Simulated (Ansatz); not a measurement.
Runs of Ansatz 0.2.0 on NbAs. Symmetry: I4_1md, No. 109, tetragonal system. Conventional cell: a = 3.452 Å, b = 3.452 Å, c = 11.680 Å, α = 90.00°, β = 90.00°, γ = 90.00°. Nb (site symmetry 2mm) is surrounded by 6 As at 2.60 to 2.63 Å. As (site symmetry 2mm) has 6 Nb at 2.60 to 2.63 Å as nearest neighbours. 

```csv
potentials or basis,cutoff (eV),gap on the mesh (eV),pressure (GPa),largest force (eV/Å)
Ansatz PAW,420,none,3.3,0.30
JTH PAW,1350,none,(a),0.30
Ansatz PAW earlier set,708,none,3.3,0.30
SPMS NC,816,none,3.5,0.30
Ansatz PAW earlier set,770,none,3.3,0.30
PseudoDojo standard (PBE files),1143,none,3.5,0.30
PseudoDojo stringent (PBE files),1415,none,3.4,0.30
Ansatz NC,1143,none,3.3,0.30
```

Alike in all rows: task single point; level PBE; no spin polarisation; cell as given; k mesh 11 × 11 × 11; smearing fermi-dirac 0.05 eV.

**Question.** Fill in the values left out.

**Answer.** (a) 3.2.

A k mesh can miss the band edges, and the runs leave out spin-orbit coupling on As, Nb.

A gap of «none» marks a metal or a gap under the smearing width.

The runs don't all hold the same shells in valence.
